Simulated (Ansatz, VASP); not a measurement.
# CdS in VASP and in Ansatz

```
CELL_PARAMETERS angstrom
4.07892 0.00000 0.00000
-2.03946 3.53245 0.00000
0.00000 0.00000 6.65779
ATOMIC_POSITIONS crystal
Cd 0.33333 0.66667 0.00000
Cd 0.66667 0.33333 0.50000
S 0.33333 0.66667 0.38500
S 0.66667 0.33333 0.88500
```

Change from the starting cell: volume scaled by 0.96, crystal datasets.

Alike in both runs: task electric field gradients; functional LDA; k mesh 8 × 8 × 4; occupations fermi-dirac, width 0.02 eV; no spin polarisation.

|  | VASP | Ansatz |
| --- | --- | --- |
| version | VASP 6.6.1 | Ansatz 0.2.0 |
| potentials or method | VASP PAW LDA potentials, release 64 (Cd, S), cutoff 520 eV | all-electron PAW with datasets made for the crystal, scalar-relativistic |

```tsv
	VASP	Ansatz	Ansatz less VASP
gap on the k mesh at the Fermi level (eV)	1.06	1.03	-0.031
pressure (GPa)	0.3	-0.2	-0.52
largest component of the traceless stress (GPa)	1.66	1.58	-0.084
rms of the force components (eV/Å)	0.168	0.161	-0.0069
Vzz of the field gradient on the site that differs most (V/Å²)	37.8	32.8	-5.04
```

Atom by atom the forces differ by 0.007 eV/Å (rms over components). Ansatz ran all-electron here, so the differences hold the error of VASP's frozen core and of both bases. Ansatz warned: «gradients_without_spin_orbit».
